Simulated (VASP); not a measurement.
Set up this calculation in VASP 6.6.1, as the native input.

| Property | Result |
| --- | --- |
| Task | relaxation of cell and atoms |
| Functional | PBEsol |
| Potentials or basis | VASP PAW PBE potentials, release 64 (Li_sv, S) |
| Cutoff | 600 eV |
| k mesh | 8 × 8 × 8 |
| Occupations | gaussian, width 0.02 eV |
| Spin | no spin polarisation |
| Further INCAR settings | ALGO = Fast; EDIFF = 1e-07; IBRION = 2; EDIFFG = -0.005; NSW = 90; ISIF = 3 |

The structure of Li2S lies in POSCAR:

```
Li2S
1.0
    0.0000000000      2.8351678400      2.8351678400
    2.8351678400      0.0000000000      2.8351678400
    2.8351678400      2.8351678400      0.0000000000
Li S
2 1
Direct
    0.7500000000      0.7500000000      0.7500000000
    0.2500000000      0.2500000000      0.2500000000
    0.0000000000      0.0000000000      0.0000000000
```

The cell comes from a database or a generator and needn't be the stable form of this composition.

These files were run (other wordings do the same):

INCAR

```
  ALGO = Fast
  EDIFF = 1E-7
  EDIFFG = -0.005
  ENCUT = 600
  GGA = PS
  IBRION = 2
  ISIF = 3
  ISMEAR = 0
  LASPH = True
  LCHARG = False
  LREAL = False
  LWAVE = False
  NELM = 100
  NSW = 90
  PREC = Accurate
  SIGMA = 0.02
```

KPOINTS

```
k-points
0
Gamma
  8 8 8
```

Potentials or basis: VASP PAW PBE potentials, release 64 (Li_sv, S).

Command:

```sh
$ cat potpaw_PBE.64/Li_sv/POTCAR potpaw_PBE.64/S/POTCAR > POTCAR
$ mpirun -np 1 vasp_std > vasp.out
```

Results of the run:

| Item | Value |
| --- | --- |
| Relaxed volume | 15.05 Å³/atom |
| Relaxed cell | a = 3.997 Å, b = 3.997 Å, c = 3.997 Å, α = 60.00°, β = 60.00°, γ = 60.00° |
| Space group after relaxing (to 0.05 Å) | Fm-3m (No. 225) |
| Energy gained by relaxing | 0.2 meV/atom |
| Ionic steps | 3 |
| Pressure after relaxing | 0.0 GPa |
| Band gap on the k mesh | 3.20 eV, indirect (least direct gap 4.23 eV) |

Caveat: the cutoff is under 1.25 times the usual one of these potentials, so pressure, stress and relaxed cells hold a basis-set (Pulay) error; the PAW data sets were made with another functional, which shifts forces and pressure a little.

Run time: 30 s on 1 thread of Intel(R) Xeon(R) Platinum 8559C (Emerald Rapids), with other jobs on the host, peak memory 0.17 GiB.
